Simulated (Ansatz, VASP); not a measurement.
One calculation of GaN, two programs

INCAR

```
SYSTEM = GaN
ALGO = Normal
EDIFF = 1E-7
ENCUT = 520
GGA = PS
ISIF = 2
ISMEAR = 0
LASPH = .TRUE.
LCHARG = .TRUE.
LELF = .TRUE.
LREAL = .FALSE.
LVHAR = .TRUE.
LWAVE = .FALSE.
NBANDS = 16
NELM = 60
PREC = Accurate
SIGMA = 0.03
```

Contents of KPOINTS:

```
k-points
0
G
  16 16 16
  0 0 0
```

The input POSCAR:

```
GaN
1.0
    0.0000000000      2.1644884297      2.0779088925
    2.1644884297      0.0000000000      2.0779088925
    2.1644884297      2.1644884297      0.0000000000
Ga N
1 1
Direct
    0.0000000000      0.0000000000      0.0000000000
    0.5000000000      0.5000000000      0.5000000000
```

Input for Ansatz:

```yaml
crystal:
  lattice:
    - [0.0, 2.1644884297, 2.0779088925]
    - [2.1644884297, 0.0, 2.0779088925]
    - [2.1644884297, 2.1644884297, 0.0]
  atoms:
    - { symbol: Ga, position: [0.0, 0.0, 0.0] }
    - { symbol: "N", position: [0.5, 0.5, 0.5] }
basis:
  ecutwfc: 420
kpoints:
  mp_grid: { grid: [16, 16, 16] }
hamiltonian:
  xc: pbesol
scf:
  occupations: { method: gaussian, width: 0.03 }
output:
  forces: true
  stress: true
  eigenvalues: true
```

Alike in both runs: task single point; functional PBEsol; k mesh 16 × 16 × 16; occupations gaussian, width 0.03 eV; no spin polarisation.

|  | VASP | Ansatz |
| --- | --- | --- |
| version | VASP 6.6.1 | Ansatz 0.2.0 |
| potentials or method | VASP PAW PBE potentials, release 64 (Ga_d, N) | scalar-relativistic, plane waves, PAW |
| plane-wave cutoff (eV) | 520 | 420 |
| valence electrons in the cell | 18 | 18 |

Ansatz gave:

* gap on the k mesh at the Fermi level (eV): 0.08
* least direct gap on the mesh (eV): 2.25
* pressure (GPa): -7.1
* largest component of the traceless stress (GPa): 4.15

Problem. Estimate VASP's values.

Solution. gap on the k mesh at the Fermi level (eV): 0.07; least direct gap on the mesh (eV): 2.26; pressure (GPa): -6.7; largest component of the traceless stress (GPa): 4.09.

Caveats: the PAW data sets were made with another functional, which shifts forces and pressure a little (VASP). A k mesh can miss the band edges. Expect the measured gap to be larger: semilocal functionals such as PBEsol lack the derivative discontinuity.
